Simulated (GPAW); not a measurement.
## Magnetic state of Fe2 Cr1 Fe2 001 from several starts

Does Fe2 Cr1 Fe2 001 prefer parallel or opposed moments, or none?

Method: PBE; plane waves with GPAW's PAW setups, scalar-relativistic, in GPAW 26.7.0.

## Step 1: Set-up

The cell holds 5 atoms: 4 Fe and 1 Cr. Cell: a = 2.884 Å, b = 2.884 Å, c = 17.699 Å, α = 90.0°, β = 90.0°, γ = 90.0°. ideal sites on the substrate's mesh, layer spacings from atomic volumes, unrelaxed, 12 A of vacuum. Vacuum lies along c.

## Step 2: Order 1, typed as ferro ++++

Parallel moments need no larger cell; this start tests for a ferromagnetic state only.

order1.py

```python
import json
import numpy as np
from ase import Atoms
from ase.parallel import paropen, parprint
from gpaw import GPAW

atoms = Atoms(['Fe', 'Fe', 'Cr', 'Fe', 'Fe'],
    cell=[[2.884, 0.0, 0.0],
         [0.0, 2.884, 0.0],
         [0.0, 0.0, 17.6989]],
    scaled_positions=[[0.0, 0.0, 0.339005],
         [0.5, 0.5, 0.419163],
         [0.0, 0.0, 0.5],
         [0.5, 0.5, 0.580837],
         [0.0, 0.0, 0.660995]],
    pbc=True,
    magmoms=[2.6, 2.6, 0.0, 2.6, 2.6])
atoms.calc = GPAW(mode={'name': 'pw', 'ecut': 450},
    xc='PBE',
    kpts={'size': (20, 20, 1), 'gamma': True},
    occupations={'name': 'fermi-dirac', 'width': 0.05},
    convergence={'density': 1e-05, 'energy': 1e-05},
    maxiter=250,
    mixer={'name': 'pulay', 'beta': 0.03, 'nmaxold': 8, 'weight': 100},
    symmetry={'tolerance': 1e-4},
    txt='order1.txt')
e = atoms.get_potential_energy(force_consistent=True)
res = {'free_energy': e, 'energy_sigma0': atoms.get_potential_energy(), 'fermi_energy': atoms.calc.get_fermi_level()}
res['moments'] = atoms.get_magnetic_moments().tolist()
res['total'] = atoms.get_magnetic_moment()
parprint('site moments (muB):', np.round(res['moments'], 3))
parprint(f"total moment: {res['total']:.3f} muB")
parprint(f'free energy: {e:.6f} eV')
atoms.calc.write('order1.gpw')
with paropen('results.json', 'w') as f:
    json.dump(res, f)
```

On the command line:

```
$ OMP_NUM_THREADS=1 mpirun -n 4 gpaw python order1.py > order1.log
```

Numbers of over 12 decimals in the logs are rounded to 6 here.

The log of the run:

```text
site moments (muB): [ 2.918  2.042 -0.772  2.042  2.918]
total moment: 9.287 muB
free energy: -42.333312 eV

--- order1.txt ---
Input parameters:
  mode=PW(ecut=450),
  convergence={'density': 1e-05, 'energy': 1e-05},
  kpts=MonkhorstPack(size=(20, 20, 1), gamma=True),
  maxiter=250,
  mixer=Pulay(name='pulay', nmaxold=8, beta=0.03, weight=100, sigma=0.015, g_ss=None),
  occupations=Occupations(name='fermi-dirac', width=0.05),
  symmetry=Symmetry(tolerance=0.0001),
  xc=XC(name='PBE')

Diagonalizing LCAO Hamiltonian
Converting LCAO to pw mode
   .------.
  /|      |
 * |      |
 | |      |
 | |      |
 | |      |
 | |      |
 | |      |
 | |      |
 Fe|      |
 | |  Fe  |
 | |      |
 | |      |
 Cr|      |
 | |  Fe  |
 | |      |
 | |      |
 Fe|      |
 | |      |
 | |      |
 | |      |
 | |      |
 | .------.
 |/      /
 *------*

Atoms  # Å, Bohr magnetons
|   | symbol |        x |        y |         z |    initial magnetic moments |
|---|--------|----------|----------|-----------|-----------------------------|
| 0 |     Fe | 0.000000 | 0.000000 |  6.000016 | ( 0.0000,  0.0000,  2.6000) |
| 1 |     Fe | 1.442000 | 1.442000 |  7.418724 | ( 0.0000,  0.0000,  2.6000) |
| 2 |     Cr | 0.000000 | 0.000000 |  8.849450 | ( 0.0000,  0.0000,  0.0000) |
| 3 |     Fe | 1.442000 | 1.442000 | 10.280176 | ( 0.0000,  0.0000,  2.6000) |
| 4 |     Fe | 0.000000 | 0.000000 | 11.698884 | ( 0.0000,  0.0000,  2.6000) |

Unit cell  # Å
| periodic |        x |        y |         z |   lengths |    angles |
|----------|----------|----------|-----------|-----------|-----------|
|      yes | 2.884000 | 0.000000 |  0.000000 |  2.884000 | 90.000000 |
|      yes | 0.000000 | 2.884000 |  0.000000 |  2.884000 | 90.000000 |
|      yes | 0.000000 | 0.000000 | 17.698900 | 17.698900 | 90.000000 |

Number of symmetries: 16

BZ-sampling:
  Number of BZ points: 400
  Number of IBZ points: 66

  Monkhorst-Pack size: [20, 20, 1]
  Monkhorst-Pack shift: [0.025, 0.025, 0.0]

K-points  # in reciprocal-cell coordinates
|     |                                coordinates |     weight |
|-----|--------------------------------------------|------------|
|   0 | ( -0.00000000,  -0.00000000,   0.00000000) | 0.00250000 |
|   1 | (  0.05000000,  -0.00000000,   0.00000000) | 0.01000000 |
|   2 | (  0.05000000,   0.05000000,   0.00000000) | 0.01000000 |
|   3 | (  0.10000000,  -0.00000000,   0.00000000) | 0.01000000 |
|   4 | (  0.10000000,   0.05000000,   0.00000000) | 0.02000000 |
|   5 | (  0.10000000,   0.10000000,   0.00000000) | 0.01000000 |
|   6 | (  0.15000000,  -0.00000000,   0.00000000) | 0.01000000 |
|   7 | (  0.15000000,   0.05000000,   0.00000000) | 0.02000000 |
|   8 | (  0.15000000,   0.10000000,   0.00000000) | 0.02000000 |
|   9 | (  0.15000000,   0.15000000,   0.00000000) | 0.01000000 |
| ... |                                            |            |
|  65 | (  0.50000000,   0.50000000,   0.00000000) | 0.00250000 |

Plane wave coefficients: 3228
Cutoff: 450.000000 eV

Spin-components: 2 (collinear spins)
Bands:           34
Projectors:      30
Spin-degeneracy: 1
Datatype:        complex128

Parallelization:
  kpt:    4
  domain: 1
  band:   1

Density:
  Valence electrons: 38.0
  Components: 2
  Grid points: [15 15 90]
  Charge: 0.0  # |e|

Potential:
  Grid points: [15 15 90]

species:
  Fe:
    name:    Iron
    Z:       26.0
    valence: 8
    core:    18
    charge:  0.0  # [|e|]
    compensation charges:
      type: gauss
      rc: 0.33  # [Å]
      lmax: 2
    cutoffs:
      filter: 2.06  # [Å]
      core: 2.67  # [Å]
    projectors
    | kind |    occ | energy [eV] | rcut [Å] |
    |------|--------|-------------|----------|
    |   4s |  2.000 |      -5.291 |    1.164 |
    |   4p |  0.000 |      -1.326 |    1.058 |
    |   3d |  6.000 |      -7.505 |    1.058 |
    |    s |        |      21.920 |    1.164 |
    |    p |        |      25.885 |    1.058 |
    |    d |        |      19.706 |    1.058 |

    Using partial waves for Fe as LCAO basis

  Cr:
    name:    Chromium
    Z:       24.0
    valence: 6
    core:    18
    charge:  0.0  # [|e|]
    compensation charges:
      type: gauss
      rc: 0.35  # [Å]
      lmax: 2
    cutoffs:
      filter: 2.14  # [Å]
      core: 3.04  # [Å]
    projectors
    | kind |    occ | energy [eV] | rcut [Å] |
    |------|--------|-------------|----------|
    |   4s |  1.000 |      -4.007 |    1.164 |
    |   4p |  0.000 |      -0.989 |    1.217 |
    |   3d |  5.000 |      -2.913 |    1.111 |
    |    s |        |      23.205 |    1.164 |
    |    p |        |      26.223 |    1.217 |
    |    d |        |      24.299 |    1.111 |

    Using partial waves for Cr as LCAO basis

Reference energy: -167060.195849  # eV

eigensolver:
  PPCG
  Converge bands: occupied
  niter=2

density mixing:
  Pulay-Mixer
  Linear mixing parameters: 0.03
  Old densities: 8
  Fourier metric: weight=100, sigma=0.015

occupation numbers:
  Fermi-Dirac:
    width: 0.0500  # eV

poisson solver:
  ecut: 3600.000000  # eV

xc functional:
  name: PBE with 2 nearest neighbor stencil

convergence criteria:
- Maximum integral of absolute [dens]ity change: 1e-05 electrons / valence electron
- Maximum [total energy] change in last 3 cyles: 1e-05 eV / valence electron
- Maximum integral of absolute [eigenst]ate change: 4e-08 eV^2 / valence electron
maximum number of iterations: 250

SCF iterations
|iter     |      energy | eigst |  dens |  magmom |
|---------|-------------|-------|-------|---------|
|iter:   1|       0s |  -51.192572 | +0.37 |       | +10.4214|
|iter:   2|       5s |  -46.691883 | -1.17 | -0.51 | +10.3536|
|iter:   3|      11s |  -44.113056 | -0.78 | -0.60 | +10.2228|
|iter:   4|      16s |  -45.271584 | -1.16 | -0.76 | +10.3188|
|iter:   5|      22s |  -45.577596 | -2.04 | -0.69 | +10.3095|
|iter:   6|      27s |  -42.374063 | -0.89 | -0.68 | +10.1714|
|iter:   7|      32s |  -42.444204 | -2.43 | -0.95 | +10.1650|
|iter:   8|      38s |  -42.091404 | -2.12 | -0.94 | +10.1015|
|iter:   9|      43s |  -42.123265 | -2.61 | -1.10 | +10.0513|
|iter:  10|      49s |  -42.147042 | -2.12 | -1.12 |  +9.9736|
[... 46 iterations left out ...]
|iter:  57|     290s |  -42.300142c| -8.03c| -4.41 |  +9.2849|
|iter:  58|     293s |  -42.300141c| -7.85c| -4.45 |  +9.2846|
|iter:  59|     295s |  -42.300140c| -8.05c| -4.49 |  +9.2842|
|iter:  60|     300s |  -42.300145c| -7.91c| -4.51 |  +9.2856|
|iter:  61|     303s |  -42.300146c| -7.94c| -4.61 |  +9.2863|
|iter:  62|     305s |  -42.300147c| -8.20c| -4.69 |  +9.2866|
|iter:  63|     308s |  -42.300147c| -8.49c| -4.74 |  +9.2866|
|iter:  64|     310s |  -42.300147c| -8.12c| -4.75 |  +9.2870|
|iter:  65|     313s |  -42.300145c| -8.09c| -4.81 |  +9.2871|
|iter:  66|     315s |  -42.300144c| -8.35c| -5.02c|  +9.2869|

Converged in 66 steps
Energy contributions relative to reference atoms: (reference = -167060.195849)

Energy contributions:
  Kinetic:           7.587256
  Coulomb:          -9.995448
  Zero:              0.733509
  External:          0.000000
  Xc:              -40.592293
  Entropy:          -0.066335
  Spinorbit:         0.000000
  ----------------------------
  Free energy:     -42.333312
  Extrapolated:    -42.300144

dipole moment: (-21.138475, -21.138475, -0.000252)  # |e|*Ang

Total magnetic moment: (0.000000, 0.000000, 9.286860)

Local magnetic moments
|        x |        y |         z |
|----------|----------|-----------|
| 0.000000 | 0.000000 |  2.917928 |  # Fe   0
| 0.000000 | 0.000000 |  2.041645 |  # Fe   1
| 0.000000 | 0.000000 | -0.772312 |  # Cr   2
| 0.000000 | 0.000000 |  2.041645 |  # Fe   3
| 0.000000 | 0.000000 |  2.917928 |  # Fe   4

Fermi level: 2.032
Eigenvalues  # (at kpt = [-0.000, -0.000, 0.000])
| band index |      eig [eV] | occ [0-1] |      eig [eV] | occ [0-1] |
|------------|---------------|-----------|---------------|-----------|
|          0 |        -5.767 |     1.000 |        -5.700 |     1.000 |
|        ... |               |           |               |           |
|         12 |        -0.350 |     1.000 |         1.535 |     1.000 |
|         13 |        -0.281 |     1.000 |         2.003 |     0.641 |
|         14 |        -0.181 |     1.000 |         2.003 |     0.641 |
|         15 |        -0.091 |     1.000 |         2.066 |     0.336 |
|         16 |        -0.019 |     1.000 |         2.157 |     0.076 |
|         17 |         0.400 |     1.000 |         2.179 |     0.050 |
|         18 |         0.400 |     1.000 |         2.319 |     0.003 |
|         19 |         0.526 |     1.000 |         2.807 |     0.000 |
|         20 |         0.526 |     1.000 |         2.921 |     0.000 |
|         21 |         0.823 |     1.000 |         2.921 |     0.000 |
|         22 |         1.065 |     1.000 |         2.927 |     0.000 |
|         23 |         1.608 |     1.000 |         3.103 |     0.000 |
|         24 |         2.081 |     0.272 |         3.549 |     0.000 |
|         25 |         2.270 |     0.008 |         3.586 |     0.000 |
|         26 |         2.798 |     0.000 |         3.586 |     0.000 |
|        ... |               |           |               |           |
|         33 |         8.723 |     0.000 |         8.933 |     0.000 |

No gap
No difference between direct/indirect transitions
```

The job ended after 5.4 min (4 MPI ranks of Arm Neoverse V1, shared host; peak memory 1 GiB; 22 min of CPU time).

Spin moment in the augmentation sphere by atom:

```csv
atom,spin moment in the augmentation sphere (μB)
Fe1,2.92
Fe2,2.04
Cr3,-0.77
Fe4,2.04
Fe5,2.92
```

Numbers from this step:

| Quantity | Value |
| --- | --- |
| magnetization | 9.287 μB |
| final state | ferrimagnetic |

After 66 cycles the largest moment stands at 2.92 μB.

[end of part 1 of 2]

[Logs and program files are shortened in this print: banners, set-up blocks, solver, clock and traceback lines can be left out without a mark of their own.]

[Logs are printed without paths, hosts, clocks, repeated set-up lines and the standing remarks that a program may print on its own settings, such as how far it seeks lower states.]

[Hosts, paths, dates, database ids (printed as entryN), source tags and the programs' standing remarks are cut or masked in the printed files.]

[Where a cell is said to come from a database of computed structures, the database is the Materials Project.]
